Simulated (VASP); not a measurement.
Crystal: C.

```
C
1.0
     0.00000    2.12700    3.34800
     1.22800    0.00000    3.34800
     1.22800    2.12700    0.00000
C
2
Cartesian
  1.2280 0.7090 3.3480
  1.2280 3.5450 3.3480
```

This isn't the form of C at room conditions, which is graphite.

```yaml
Program: VASP 6.6.1
Task: relaxation of cell and atoms
Functional: PBE
Potentials_or_basis: VASP PAW PBE potentials, release 64 (C)
Cutoff: 520 eV
k_mesh: 21 × 21 × 21
Occupations: gaussian, width 0.1 eV
Spin: no spin polarisation
```

At the start: pressure 5.1 GPa; volume 8.74 Å³/atom.

Where does the relaxation end?

Over 18 steps the energy falls by 13.6 meV/atom and the volume is 9.92 Å³/atom (+13.5 %); space group Fmmm (No. 69, to 0.05 Å).

Step by step:
```
step  energy change (eV)  largest force (eV/Å)  pressure (GPa)  volume (Å³)
   1              0.0000                0.0041            5.07        17.49
   2              0.0071                0.0045           -6.83        18.20
   3             -0.0042                0.0013            0.34        17.76
   4             -0.0084                0.0042            0.31        17.94
   5             -0.0180                0.0207            0.26        18.51
   6             -0.0264                0.0532            0.21        19.64
   7             -0.0170                0.3463           -0.52        19.97
   8             -0.0270                0.0329            0.06        19.71
   9             -0.0263                0.2637            0.20        19.77
  10             -0.0270                0.0107            0.09        19.72
  11             -0.0271                0.0328            0.11        19.77
  12             -0.0271                0.0298            0.19        19.76
  13             -0.0271                0.0364            0.00        19.80
  14             -0.0271                0.0234            0.05        19.80
  15             -0.0272                0.0165           -0.10        19.83
  16             -0.0272                0.0143           -0.12        19.85
  17             -0.0272                0.0191            0.05        19.85
  18             -0.0272                0.0096            0.02        19.85
```

Final structure:
```
CELL_PARAMETERS angstrom
0.00000 2.13708 3.76386
1.23373 0.00000 3.76386
1.23373 2.13708 0.00000
ATOMIC_POSITIONS crystal
C 0.16669 0.83331 0.16669
C 0.83331 0.16669 0.83331
```

Caveat: the volume moved by +13 % from the deposited cell, more than functionals usually miss.
